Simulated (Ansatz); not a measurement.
TiO2 (Anatase):

```xyz
6
Lattice="-1.8921 1.8921 4.7573 1.8921 -1.8921 4.7573 1.8921 1.8921 -4.7573" Properties=species:S:1:pos:R:3 pbc="T T T"
Ti    0.0000    1.8921    2.3786
Ti    0.0000    0.0000    0.0000
O     0.0000    0.0000    7.5346
O     0.0000    1.8921    0.3987
O     0.0000    1.8921    4.3586
O     0.0000    0.0000    1.9800
```

| Property | Result |
| --- | --- |
| Program | Ansatz 0.2.0 |
| Task | relaxation of cell and atoms |
| Functional | revPBE |
| Potentials or basis | Ansatz PAW |
| Cutoff | 420 eV (not typed: the program's choice for these potentials) |
| k mesh | 10 × 10 × 10 |
| Occupations | fermi-dirac, width 0.05 eV |
| Spin | no spin polarisation |

At the start: volume 11.35 Å³/atom.

**Question.** How do energy, volume and symmetry change on relaxing?

**Answer.** It ends after 10 steps and the volume is 11.87 Å³/atom (+4.5 %); space group I4_1/amd (No. 141, to 0.05 Å).

Step by step:
| step | energy change (eV) | largest force (eV/Å) | volume (Å³) |
| --- | --- | --- | --- |
| 1 | 0.0000 | 0.1506 | 68.13 |
| 2 | -0.0579 | 0.0417 | 70.09 |
| 3 | -0.0620 | 0.0065 | 70.97 |
| 4 | -0.0619 | 0.0047 | 71.04 |
| 5 | -0.0621 | 0.0050 | 71.03 |
| 6 | -0.0765 | 0.0045 | 71.03 |
| 7 | -0.0762 | 0.0003 | 71.20 |
| 8 | -0.0768 | 0.0003 | 71.20 |
| 9 | -0.0768 | 0.0001 | 71.22 |
| 10 | -0.0769 | 0.0001 | 71.22 |

Final structure:
```
Ti O
1.0
    -1.90851    1.90851    4.88791
     1.90851   -1.90851    4.88791
     1.90851    1.90851   -4.88791
Ti O
2 4
Direct
  0.75000 0.25000 0.50000
  0.00000 0.00000 0.00000
  0.79409 0.79409 0.00000
  0.54409 0.04409 0.50000
  0.95591 0.45591 0.50000
  0.20591 0.20591 0.00000
```

Caveat: the plane-wave basis is chosen anew once the cell has moved, so the energies of steps on either side of that aren't comparable; the pressure holds a Pulay correction of +0.6 GPa for the finite cutoff; the PAW data sets come from PBE, with cores solved anew for the run's functional, which leaves a small shift of forces and pressure.
